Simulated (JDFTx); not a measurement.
# BeTe (F-43m) in JDFTx: settings compared, part 2 of 2

JDFTx 1.7.0 (patched build). Earlier steps stand in the parts before.

**3. Single point, PBE0**

Contents of BeTe.in:

```
lattice Face-Centered Cubic 10.4690827304
coords-type Lattice
ion Te     0.7500000000     0.7500000000     0.7500000000 1
ion Be     0.0000000000     0.0000000000     0.0000000000 1

ion-species pseudo/Te.upf
ion-species pseudo/Be.upf
elec-cutoff 44 352
elec-ex-corr hyb-PBE0
kpoint-folding 2 2 2
elec-smearing Fermi 0.0018374661
elec-n-bands 16
electronic-SCF nIterations 100 energyDiffThreshold 1e-07
electronic-minimize nIterations 30 energyDiffThreshold 1e-7
converge-empty-states yes
forces-output-coords Cartesian

dump-name run.$VAR
dump End Ecomponents EigStats BandEigs Kpoints Forces Stress
```

Potentials or basis: PseudoDojo-SR-PBE-0.4.1-standard (Te) + PseudoDojo-SR-PBE-0.5-standard (Be) with smoothed tails.

On the command line:

```
> jdftx -c 1 -i BeTe.in -o BeTe.out
```

Output:

```text
*************** JDFTx 1.7.0 (patched build) ***************

Input parsed successfully to the following command list (including defaults):
[... the input with its defaults ...]

---------- Setting up symmetries ----------

Found 48 point-group symmetries of the bravais lattice
Found 24 space-group symmetries with basis
Applied RMS atom displacement 0 bohrs to make symmetries exact.

---------- Initializing the Grid ----------
R =
[            0      5.23454      5.23454  ]
[      5.23454            0      5.23454  ]
[      5.23454      5.23454            0  ]
unit cell volume = 286.857
G =
[  -0.600166   0.600166   0.600166  ]
[   0.600166  -0.600166   0.600166  ]
[   0.600166   0.600166  -0.600166  ]
Minimum fftbox size, Smin = [  64  64  64  ]
Chosen fftbox size, S = [  64  64  64  ]

---------- Initializing tighter grid for wavefunction operations ----------
R =
[            0      5.23454      5.23454  ]
[      5.23454            0      5.23454  ]
[      5.23454      5.23454            0  ]
unit cell volume = 286.857
G =
[  -0.600166   0.600166   0.600166  ]
[   0.600166  -0.600166   0.600166  ]
[   0.600166   0.600166  -0.600166  ]
Minimum fftbox size, Smin = [  48  48  48  ]
Chosen fftbox size, S = [  48  48  48  ]

---------- Exchange Correlation functional ----------
Initalized PBE GGA exchange.
[... 99 lines left out ...]
	FillingsUpdate:  mu: +0.356904952  nElectrons: 20.000000
SCF: Cycle:  4   F: -106.153742458382425   dF: +3.339e-06   |Residual|: 1.163e-03   |deigs|: 1.173e-03
	FillingsUpdate:  mu: +0.357233451  nElectrons: 20.000000
SCF: Cycle:  5   F: -106.153675278665872   dF: +6.718e-05   |Residual|: 3.163e-04   |deigs|: 2.887e-04
	FillingsUpdate:  mu: +0.357352205  nElectrons: 20.000000
SCF: Cycle:  6   F: -106.153699076533044   dF: -2.380e-05   |Residual|: 1.349e-04   |deigs|: 1.330e-04
[... 211 lines left out ...]
	FillingsUpdate:  mu: +0.348346121  nElectrons: 20.000000
SCF: Cycle:  0   F: -106.159240358891736   dF: -4.674e-08   |Residual|: 7.133e-08   |deigs|: 2.570e-08
	FillingsUpdate:  mu: +0.348346118  nElectrons: 20.000000
SCF: Cycle:  1   F: -106.159240358028825   dF: +8.629e-10   |Residual|: 2.445e-08   |deigs|: 2.688e-08
SCF: Converged (|Residual|<1.000000e-07 for 2 iters).

	FillingsUpdate:  mu: +0.348346118  nElectrons: 20.000000
VxxLoop: Iter: 10   F: -106.159240358028825   dF: -4.587e-08
Setting wave functions to eigenvectors of Hamiltonian
Converging empty states (this may take a while): |deigs|: 1.270e-07
Computing exact exchange ... done.

# Stress tensor in Cartesian coordinates [Eh/a0^3]:
[ -0.000360877            0            0  ]
[            0 -0.000360877            0  ]
[            0            0 -0.000360877  ]

# Ionic positions in lattice coordinates:
ion Te   0.750000000000000   0.750000000000000   0.750000000000000 1
ion Be   0.000000000000000   0.000000000000000   0.000000000000000 1

# Forces in Cartesian coordinates:
force Te  -0.000000000000000  -0.000000000000000   0.000000000000000 1
force Be  -0.000000000000000  -0.000000000000000   0.000000000000000 1

# Energy components:
   Eewald =      -64.4626813580909044
       EH =       29.4728313918759639
     Eloc =      -83.9444992926032540
      Enl =      -37.5183176297342555
      Exc =      -20.6487236746154927
 Exc_core =        8.7638652949718487
      EXX =       -2.5327322056975108
       KE =       64.7110171158647915
-------------------------------------
     Etot =     -106.1592403580288249
       TS =        0.0000000000000001
-------------------------------------
        F =     -106.1592403580288249

IonicMinimize: Iter:   0  F: -106.159240358028825  |grad|_K:        nan
IonicMinimize: None of the convergence criteria satisfied after 0 iterations.

#--- Lowdin population analysis ---
# oxidation-state Te -0.999
# oxidation-state Be +1.384

Dumping 'run.eigStats' ...
	eMin: -3.563570 at state 2 ( [ +0.000000 +0.500000 +0.500000 ] spin 0 )
	HOMO: +0.274586 at state 0 ( [ +0.000000 +0.000000 +0.000000 ] spin 0 )
	mu  : +0.348346
	LUMO: +0.410233 at state 2 ( [ +0.000000 +0.500000 +0.500000 ] spin 0 )
	eMax: +0.858495 at state 2 ( [ +0.000000 +0.500000 +0.500000 ] spin 0 )
	HOMO-LUMO gap: +0.135647
	Optical gap  : +0.204678 at state 0 ( [ +0.000000 +0.000000 +0.000000 ] spin 0 )
Done!
[note: the Lowdin charges miss the electrons that lie outside the files' atomic orbitals]
[note: mu as printed may lie anywhere between the filled and the empty levels]
```

It took 16 min on 1 thread of Arm Neoverse V1, shared host; peak memory 0.21 GiB.

These settings aren't checked as converged: the numbers below hold their error.

What came out:

| Quantity | Value |
| --- | --- |
| Free energy | -2888.7401 eV |
| Pressure | 10.6 GPa |
| Band gap on the k mesh | 3.69 eV, indirect (least direct gap 5.57 eV) |

Caveat: the k mesh is coarse (spacing up to 0.98 Å⁻¹), so the values aren't converged, least of all with exact exchange; the hybrid runs on potentials with a model core; the potentials were made for another functional, which shifts forces and pressure; spin-orbit coupling is left out, which moves the levels of the heavy elements.

**4. Single point, PBE0 (exact-exchange share 0.1)**

BeTe.in: that of step 3 with these lines changed.

```diff
@@ -1,5 +1,4 @@
-lattice Face-Centered Cubic 10.4690827304
+include BeTe.lattice
 coords-type Lattice
-ion Te     0.7500000000     0.7500000000     0.7500000000 1
-ion Be     0.0000000000     0.0000000000     0.0000000000 1
+include BeTe.ionpos
 
@@ -9,2 +8,3 @@
 elec-ex-corr hyb-PBE0
+exchange-parameters 0.1
 kpoint-folding 2 2 2
```

Contents of BeTe.lattice:

```
lattice \
    0.0000000000     5.2345413652     5.2345413652 \
    5.2345413652     0.0000000000     5.2345413652 \
    5.2345413652     5.2345413652     0.0000000000
```

Contents of BeTe.ionpos:

```
ion Te     0.7500000000     0.7500000000     0.7500000000 1
ion Be     0.0000000000     0.0000000000     0.0000000000 1
```

On the command line:

```
> jdftx -c 1 -i BeTe.in -o BeTe.out
```

It took 9.2 min on 1 thread of Arm Neoverse V2, shared host; peak memory 0.21 GiB.

These settings aren't checked as converged: the numbers below hold their error.

What came out:

| Quantity | Value |
| --- | --- |
| Free energy | -2906.7822 eV |
| Pressure | 12.0 GPa |
| Band gap on the k mesh | 2.53 eV, indirect (least direct gap 4.31 eV) |

Caveat: the k mesh is coarse (spacing up to 0.98 Å⁻¹), so the values aren't converged, least of all with exact exchange; the hybrid runs on potentials with a model core; the potentials were made for another functional, which shifts forces and pressure; spin-orbit coupling is left out, which moves the levels of the heavy elements.
